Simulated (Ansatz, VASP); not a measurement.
# Two plane-wave programs on CsH

```xyz
2
Lattice="0.0000 3.0511 3.0511 3.0511 0.0000 3.0511 3.0511 3.0511 0.0000" Properties=species:S:1:pos:R:3 pbc="T T T"
Cs    0.0000    0.0000    0.0000
H     3.0511    3.0511    3.0511
```

Alike in both runs: task relaxation of cell and atoms; functional LDA; k mesh 8 × 8 × 8; no spin polarisation.

|  | VASP | Ansatz |
| --- | --- | --- |
| version | VASP 6.6.1 | Ansatz 0.2.0 |
| potentials or method | VASP PAW LDA potentials, release 64 (Cs_sv, H) | scalar-relativistic, plane waves, PAW |
| plane-wave cutoff (eV) | 600 | 420 |
| occupations | gaussian, width 0.01 eV | fixed |
| valence electrons in the cell | 10 | 10 |

|  | VASP | Ansatz | Ansatz less VASP |
| --- | --- | --- | --- |
| gap on the k mesh at the Fermi level, each at its own relaxed structure (eV) | 1.74 | 1.75 | +0.014 |
| relaxed volume (Å³/atom) | 28.54 | 28.33 | -0.210 |
| relaxed cell length with the largest relative difference (Å) | 4.322 | 4.311 | -0.0106 |

Caveats: spin-orbit coupling is left out, which moves the levels of the heavy elements. A k mesh can miss the band edges.
